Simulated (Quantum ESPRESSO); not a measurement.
Wanted: the native input for a Quantum ESPRESSO 7.5 run.

| Quantity | Value |
| --- | --- |
| Task | single point |
| Functional | PBEsol |
| Potentials or basis | GBRV 1.5 PBEsol |
| Cutoff | 762 eV |
| Density cutoff | 6095 eV |
| k mesh | 9 × 9 × 5 |
| Occupations | fermi-dirac, width 0.05 eV |
| Spin | no spin polarisation |
| Mixing beta | 0.5 |
| Most SCF iterations | 120 |
| SCF threshold | 8e-10 Ry |

CuO:

```
CELL_PARAMETERS angstrom
2.87950 0.00000 0.00000
0.03907 2.87928 0.00000
0.01750 0.01724 5.17634
ATOMIC_POSITIONS crystal
Cu 0.00000 0.50000 0.00000
Cu 0.50000 0.00000 0.50000
O 0.99842 0.00167 0.74989
O 0.00158 0.99833 0.25011
```

The cell comes from a database or a generator and needn't be the stable form of this composition.

The input as run:

pw.in

```
&CONTROL
  calculation = 'scf'
  prefix = 'pwscf'
  outdir = './tmp'
  pseudo_dir = './pseudo'
  tprnfor = .true.
  tstress = .true.
  disk_io = 'low'
/
&SYSTEM
  ibrav = 0
  celldm(1) = 8
  nat = 4
  ntyp = 2
  ecutwfc = 56
  ecutrho = 448
  nbnd = 34
  occupations = 'smearing'
  smearing = 'fd'
  degauss = 0.00367493
/
&ELECTRONS
  conv_thr = 8d-10
  electron_maxstep = 120
  mixing_beta = 0.5
/
ATOMIC_SPECIES
Cu    63.5460 cu_pbesol_v1.2.uspp.F.UPF
O     15.9990 o_pbesol_v1.2.uspp.F.UPF
CELL_PARAMETERS alat
  0.6801835246709   0.0000000000000   0.0000000000000
  0.0092296014442   0.6801312065874   0.0000000000000
  0.0041326860689   0.0040735174448   1.2227329268788
ATOMIC_POSITIONS crystal
Cu     0.0000000000    0.5000000000    0.0000000000
Cu     0.5000000000    0.0000000000    0.5000000000
O      0.9984239700    0.0016717800    0.7498871000
O      0.0015760300    0.9983282200    0.2501129000
K_POINTS automatic
9 9 5 0 0 0
```

pp_density.in

```
&INPUTPP
  prefix = 'pwscf'
  outdir = './tmp'
  filplot = 'density.dat'
  plot_num = 0
/
&PLOT
  nfile = 1
  filepp(1) = 'density.dat'
  iflag = 3
  output_format = 6
  fileout = 'density.cube'
/
```

pp_potential.in

```
&INPUTPP
  prefix = 'pwscf'
  outdir = './tmp'
  filplot = 'potential.dat'
  plot_num = 11
/
&PLOT
  nfile = 1
  filepp(1) = 'potential.dat'
  iflag = 3
  output_format = 6
  fileout = 'potential.cube'
/
```

Potentials or basis: GBRV 1.5 PBEsol.

Command:

```bash
$ OMP_NUM_THREADS=1 mpirun -n 2 pw.x -nk 2 -in pw.in > pw.out
$ OMP_NUM_THREADS=1 mpirun -n 1 pp.x -in pp_density.in > pp_density.out
$ OMP_NUM_THREADS=1 mpirun -n 1 pp.x -in pp_potential.in > pp_potential.out
```

Results of the run:

```
Pressure               : -1.4 GPa
Largest force          : 0.012 eV/Å
Band gap on the k mesh : none (metal or under the smearing width)
```

Caveat: the run has no spin polarisation, though such a crystal can be magnetic; semilocal functionals often make such compounds metallic where correlation or magnetic order opens a gap, which also shifts bond lengths.

Run time: 2.7 min on 2 MPI ranks on Intel(R) Xeon(R) Platinum 8488C (Sapphire Rapids), with other jobs on the host, peak memory 0.5 GiB a rank.
